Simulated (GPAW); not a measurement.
Runs of GPAW 26.7.0 on MgO. Symmetry: Fm-3m, No. 225, cubic system. Conventional cell: a = 4.194 Å, b = 4.194 Å, c = 4.194 Å, α = 90.00°, β = 90.00°, γ = 90.00°. Around Mg (site symmetry m-3m) lie 6 O at 2.10 Å. Around O (site symmetry m-3m) lie 6 Mg at 2.10 Å. The cell is a database's computed one.

| task | level | potentials or basis | cell | k mesh | cutoff (eV) | smearing | hybrids on these orbitals | oneshot functional | eigensolver | optimizer | fmax | gap on the mesh (eV) | pressure (GPa) |
| --- | --- | --- | --- | --- | --- | --- | --- | --- | --- | --- | --- | --- | --- |
| single point | RPBE | the program's PAW data sets (release 1.2.1) made for this functional, pw | as given | 11 × 11 × 11 | 800 | gaussian 0.05 eV | - | - | - | - | - | 5.00 | (b) |
| single point | RPBE+D4 | the program's PAW data sets (release 1.2.1) made for this functional, pw | as given | 11 × 11 × 11 | 800 | gaussian 0.1 eV | - | - | - | - | - | 5.00 | 4.5 |
| one-shot levels of the hybrid HSE06 | LDA | the program's PAW data sets (release 1.2.1) made for this functional, pw | as given | 7 × 7 × 7 | 600 | fermi-dirac 0.05 eV | ["HSE06", "HSE03", "B3LYP"] | HSE06 | - | - | - | 4.80 | -8.9 |
| single point | PBEsol | PAW data sets generated in the run's folder for this functional, pw | as given | 11 × 11 × 11 | 800 | gaussian 0.02 eV | - | - | - | - | - | 4.78 | 3.1 |
| relaxation of cell and atoms | BLYP+D4 | PAW data sets generated in the run's folder for this functional, pw | relaxed | 11 × 11 × 11 | 800 | fermi-dirac 0.05 eV | - | - | davidson | FIRE | 0.05 eV/Å | (a) | 0.6 |

Alike in all rows: no spin polarisation.

Estimate the missing entries.

(a) 5.07; (b) 12.1.

Caveats: the cutoff is short for stress and forces, so pressures can be off by a GPa or more (some runs); energy and the plain gap are those of the semilocal run (some runs); the hybrids' values are one shot on its orbitals and mesh (some runs); later steps reuse the first step's grids (some runs).

Runs at the PBE level aren't shown here.
